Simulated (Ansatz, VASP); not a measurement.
# Cross-check of ZnSi7O16 (Zn_Si) between VASP and Ansatz

Wanted: the spread between two codes on one cell, functional and k mesh. The cell is taken from a series of runs on this material, whose earlier steps may have relaxed, scaled, displaced or heated it; both programs get it as it stands.

Main program and level: Ansatz 0.2.0; plane waves, with VASP 6.6.1 beside it; single point at r2SCANh with an exact-exchange share of 0.1.

## 1. Starting point

The cell holds 24 atoms: 7 Si, 16 O and 1 Zn. Cell: a = 5.919 Å, b = 5.919 Å, c = 5.338 Å, α = 90.0°, β = 90.0°, γ = 90.0°. It derives from SiO2 (SiO2 (P4_2/mnm)). Nearest the centre at fractional (0.500, 0.500, 0.500): Zn24 at 0.01 Å, O17 at 1.89 Å, O18 at 1.89 Å, O21 at 1.91 Å, O23 at 1.92 Å, O13 at 1.93 Å, O15 at 1.93 Å, Si2 at 2.66 Å. The cell carries charge −2.

Structure file:

```
Si O Zn
1.0
     4.18515    4.18515    0.00000
    -4.18515    4.18515    0.00000
     0.00000    0.00000    5.33759
Si O Zn
7 16 1
Direct
  0.99989 0.00080 0.99841
  0.49988 0.50077 0.99843
  0.99983 0.50079 0.25351
  0.49988 0.00076 0.24272
  0.99986 0.00077 0.49841
  0.99984 0.50076 0.74330
  0.49990 0.00079 0.75412
  0.29657 0.00076 0.99841
  0.81122 0.50079 0.99841
  0.18847 0.50077 0.99840
  0.70319 0.00079 0.99841
  0.99987 0.80930 0.24913
  0.49986 0.29045 0.22358
  0.99991 0.19227 0.24914
  0.49984 0.71110 0.22357
  0.30616 0.00079 0.49842
  0.81882 0.50073 0.49841
  0.18082 0.50082 0.49840
  0.69361 0.00078 0.49842
  0.99985 0.80929 0.74769
  0.49986 0.29049 0.77327
  0.99990 0.19226 0.74768
  0.49985 0.71110 0.77327
  0.49982 0.50080 0.49842
```

## 2. VASP: single point, r2SCANh with an exact-exchange share of 0.1

With cell and atoms fixed, the geometry can't cause a difference; cores, projectors, grids and the points listed under the comparison can.

Lines of VASP's logs that name or quote its potential files are left out, and so is its time.

The run reads the wave functions of an earlier VASP run, which isn't shown here.

INCAR

```
SYSTEM = ZnSi7O16
PREC = Accurate
ENCUT = 520
EDIFF = 1E-06
NELM = 100
ISMEAR = -1
SIGMA = 0.01
LREAL = Auto
ALGO = Normal
LHFCALC = .TRUE.
AEXX = 0.1
METAGGA = R2SCAN
LASPH = .TRUE.
NELECT = 138
NBANDS = 93
PRECFOCK = Fast
LORBIT = 11
LWAVE = .FALSE.
LCHARG = .FALSE.
ISIF = 2
```

POSCAR

```
ZnSi7O16
1.0
    4.1851501535      4.1851501535      0.0000000000
   -4.1851501535      4.1851501535      0.0000000000
    0.0000000000      0.0000000000      5.3375927079
Si O Zn
7 16 1
Direct
    0.9998899258      0.0007985396      0.9984125530
    0.4998833022      0.5007735564      0.9984309776
    0.9998295331      0.5007931651      0.2535131514
    0.4998803259      0.0007592538      0.2427170284
    0.9998622765      0.0007694814      0.4984115725
    0.9998384359      0.5007596198      0.7432950648
    0.4999013768      0.0007889538      0.7541220532
    0.2965700507      0.0007592079      0.9984059663
    0.8112165013      0.5007857904      0.9984062527
    0.1884681413      0.5007713982      0.9983986445
    0.7031937340      0.0007911645      0.9984089593
    0.9998709759      0.8092982479      0.2491312672
    0.4998616072      0.2904523182      0.2235830845
    0.9999083970      0.1922716985      0.2491435061
    0.4998440831      0.7110991484      0.2235729930
    0.3061644159      0.0007949820      0.4984198140
    0.8188216047      0.5007335992      0.4984085940
    0.1808210951      0.5008203765      0.4984009575
    0.6936131954      0.0007848157      0.4984150091
    0.9998493528      0.8092912379      0.7476916065
    0.4998610502      0.2904888233      0.7732676302
    0.9999005203      0.1922617130      0.7476800739
    0.4998454288      0.7111033225      0.7732681438
    0.4998225872      0.5007991169      0.4984224952
```

KPOINTS

```
Automatic mesh
0
Gamma
1 1 1
0 0 0
```

Potentials, in the order of the species: Si, O and Zn (PBE family, release 64).

Run with:

```console
$ export OMP_NUM_THREADS=3
$ mpirun -np 1 vasp_gam
```

Numbers of over 12 decimals in the logs are rounded to 6 here.

The log of the run:

```text
[banner, memory and clock lines left out]
running    1 mpi-ranks, on    1 nodes
 distrk:  each k-point on    1 cores,    1 groups
 distr:  one band on    1 cores,    1 groups
 Offloading initialized ...    1 GPUs detected
 POSCAR found type information on POSCAR SiO Zn
 POSCAR found :  3 types and      24 ions
|                                                                             |
|               ----> ADVICE to this user running VASP <----                  |
|                                                                             |
|     You enforced a specific xc type in the INCAR file but a different       |
|     [... a line on the potential file left out ...]
|     I HOPE YOU KNOW WHAT YOU ARE DOING!                                     |
|                                                                             |

 LDA part: xc-table for (None), standard interpolation
 found WAVECAR, reading the header
 POSCAR, INCAR and KPOINTS ok, starting setup
 FFT: planning ... GRIDC
 FFT: planning ... GRID_SOFT
 FFT: planning ... GRID
 reading WAVECAR
 the WAVECAR file was read successfully
 initial charge from wavefunction
 entering main loop
       N       E                     dE             d eps       ncg     rms          rms(c)
DAV:   1    -0.226529599480E+03   -0.22653E+03   -0.65874E+00   228   0.152E+01    0.724E+00
DAV:   2    -0.226511103686E+03    0.18496E-01   -0.53010E-01   268   0.629E+00    0.619E+00
DAV:   3    -0.226497966425E+03    0.13137E-01   -0.57389E-02   276   0.126E+00    0.373E+00
DAV:   4    -0.226496261079E+03    0.17053E-02   -0.63304E-03   228   0.293E-01    0.207E+00
DAV:   5    -0.226495479922E+03    0.78116E-03   -0.68079E-04   236   0.115E-01    0.117E+00
DAV:   6    -0.226495188566E+03    0.29136E-03   -0.21855E-04   220   0.618E-02    0.660E-01
DAV:   7    -0.226495086833E+03    0.10173E-03   -0.71568E-05   228   0.355E-02    0.371E-01
DAV:   8    -0.226495048557E+03    0.38276E-04   -0.24366E-05   220   0.208E-02    0.207E-01
DAV:   9    -0.226495032345E+03    0.16212E-04   -0.84826E-06   228   0.125E-02    0.116E-01
DAV:  10    -0.226495024537E+03    0.78079E-05   -0.28326E-06   180   0.743E-03    0.646E-02
DAV:  11    -0.226495020387E+03    0.41499E-05   -0.11558E-06   148   0.497E-03    0.361E-02
DAV:  12    -0.226495018048E+03    0.23386E-05   -0.44529E-07   132   0.311E-03    0.198E-02
DAV:  13    -0.226495016737E+03    0.13114E-05   -0.17473E-07   108   0.216E-03    0.108E-02
DAV:  14    -0.226495015952E+03    0.78456E-06   -0.75005E-08   108   0.165E-03
   1 F= -.22649502E+03 E0= -.22649502E+03  d E =-.939299E-15
```

Parts of OUTCAR (step 2):

```text
NELECT = 138

 ion  position               nearest neighbor table
   1  1.000  0.001  0.998-  22 1.75  14 1.75  12 1.75  20 1.75   8 1.76  11 1.76   5 2.67   5 2.67

  LATTYP: Found a simple tetragonal cell.
 ALAT       =     5.9186961076
 C/A-ratio  =     0.9018190174

 Subroutine GETGRP returns: Found  1 space group operations
 (whereof  1 operations were pure point group operations)

The static configuration has the point symmetry C_1 .

 Found      1 irreducible k-points:

   k-points           NKPTS =      1   k-points in BZ     NKDIM =      1   number of bands    NBANDS=     93

   dimension x,y,z NGX =    48 NGY =   48 NGZ =   40
   dimension x,y,z NGXF=    96 NGYF=   96 NGZF=   80

   ENCUT  =  520.0 eV  38.22 Ry    6.18 a.u.  11.00 11.00  9.92*2*pi/ulx,y,z

 k-points in reciprocal lattice and weights: Automatic mesh
   0.00000000  0.00000000  0.00000000       1.000

  exchange ACFDT corr.  =         0.00000000  see jH, gK, PRB 81, 115126

 average (electrostatic) potential at core
       1 -83.5378       2 -82.5269       3 -83.0869       4 -82.9423       5 -83.7080
       6 -83.0870       7 -82.9422       8 -67.8716       9 -68.0119      10 -68.0088
      11 -67.8732      12 -68.3963      13 -66.6469      14 -68.3956      15 -66.6486
      16 -68.1166      17 -67.0908      18 -67.0905      19 -68.1188      20 -68.3949
      21 -66.6474      22 -68.3965      23 -66.6467      24 -29.8096

 E-fermi :   7.7127

 k-point     1 :       0.0000    0.0000    0.0000
  band No.  band energies     occupation
    ...
     65       5.8647      2.00000
     66       5.9651      2.00000
     67       6.1190      2.00000
     68       6.8383      2.00000
     69       7.3693      2.00000
     70      14.2995      0.00000
     71      15.1027      0.00000
     72      15.9044      0.00000
     73      16.0670      0.00000
     74      16.4487      0.00000
    ...

  Total       35.9142660     35.8987672     53.9400504      8.2278013     -0.0044731      0.0077247
  in kB      307.7372454    307.6044417    462.1941193     70.5012577     -0.0383287      0.0661907
  external PRESSURE =     359.1786021 kB  Pullay stress =       0.0000000 kB

  energy-cutoff  :      520.00
  volume of cell :      186.98
      direct lattice vectors                 reciprocal lattice vectors
     4.185150154  4.185150154  0.000000000     0.119470027  0.119470027 -0.000000000
    -4.185150154  4.185150154  0.000000000    -0.119470027  0.119470027  0.000000000
     0.000000000  0.000000000  5.337592708     0.000000000 -0.000000000  0.187350376

 POSITION                                       TOTAL-FORCE (eV/Angst)
 -----------------------------------------------------------------------------------
      4.18135      4.18803      5.32912         0.003315     -0.000608     -0.001553
     -0.00373      4.18790      5.32922        -0.003972     -0.002909     -0.002660
      2.08854      6.28033      1.35315         0.002496      0.002701     -0.032209
      2.08890      2.09525      1.29552        -0.003409      0.000276     -0.000276
      4.18135      4.18779      2.66032         0.002384      0.002925     -0.000616
      2.08872      6.28023      3.96741        -0.000027      0.003402      0.034770
      2.08886      2.09546      4.02520        -0.003316     -0.003050      0.001974
      1.23801      1.24437      5.32908         0.010649      0.010379      0.002438
      1.29920      5.49093      5.32909         0.024644      0.025240      0.000257
     -1.30704      2.88457      5.32905        -0.026712     -0.025639     -0.000763
      2.93966      2.94628      5.32910        -0.007197     -0.010603      0.002865
      0.79758      7.57164      1.32976        -0.009549      0.008300     -0.007085
      0.87641      3.30758      1.19340         0.050848     -0.049379     -0.107461
      3.38008      4.98945      1.32983         0.009583     -0.013055     -0.011122
     -0.88413      5.06798      1.19334        -0.048321      0.051928     -0.108750
      1.27802      1.28467      2.66036         0.016163      0.012593      0.001663
      1.33125      5.52254      2.66030         0.124058      0.125444      0.001374
     -1.33925      2.85277      2.66026        -0.120483     -0.123396      0.001162
      2.89959      2.90616      2.66034        -0.013695     -0.016168      0.001487
      0.79751      7.57153      3.99087        -0.011051      0.011546      0.005296
      0.87625      3.30773      4.12739         0.053708     -0.052767      0.104763
      3.38009      4.98938      3.99081         0.009282     -0.012486      0.010037
     -0.88415      5.06800      4.12739        -0.049944      0.053770      0.105338
     -0.00409      4.18775      2.66038        -0.009451      0.001556     -0.000926
 -----------------------------------------------------------------------------------
    total drift:                               -0.018464      0.010009     -0.056315

  FREE ENERGIE OF THE ION-ELECTRON SYSTEM (eV)
  ---------------------------------------------------
  free  energy   TOTEN  =      -226.4950159524 eV

  energy  without entropy=     -226.4950159524  energy(sigma->0) =     -226.49501595

 total charge
# of ion       s       p       d       tot
------------------------------------------
    1        0.553   0.958   0.000   1.510
    2        0.564   0.933   0.000   1.497
    3        0.559   0.961   0.000   1.520
    4        0.556   0.948   0.000   1.504
    5        0.550   0.939   0.000   1.489
    6        0.559   0.961   0.000   1.520
    7        0.556   0.948   0.000   1.504
    8        1.556   3.788   0.000   5.344
    9        1.555   3.759   0.000   5.314
   10        1.555   3.759   0.000   5.314
   11        1.556   3.788   0.000   5.344
   12        1.556   3.771   0.000   5.327
   13        1.553   3.778   0.000   5.331
   14        1.556   3.771   0.000   5.327
   15        1.553   3.778   0.000   5.331
   16        1.552   3.750   0.000   5.303
   17        1.564   3.799   0.000   5.364
   18        1.564   3.799   0.000   5.364
   19        1.552   3.750   0.000   5.303
   20        1.556   3.771   0.000   5.327
   21        1.553   3.778   0.000   5.331
   22        1.556   3.771   0.000   5.327
   23        1.553   3.778   0.000   5.331
   24        0.431   0.712  10.141  11.284
--------------------------------------------------
tot         29.220  67.746  10.141 107.108
```

The run ends at a pressure of 35.92 GPa, with forces up to 0.18 eV/Å.

(Part 1 of 2 ends here.)

[Lines on the potential files, build, host, timing and source positions are cut from VASP's logs without a mark.]

[Logs are printed without paths, hosts, clocks, repeated set-up lines and the standing remarks that a program may print on its own settings, such as how far it seeks lower states.]

[Hosts, paths, dates, database ids (printed as entryN), source tags and the programs' standing remarks are cut or masked in the printed files.]
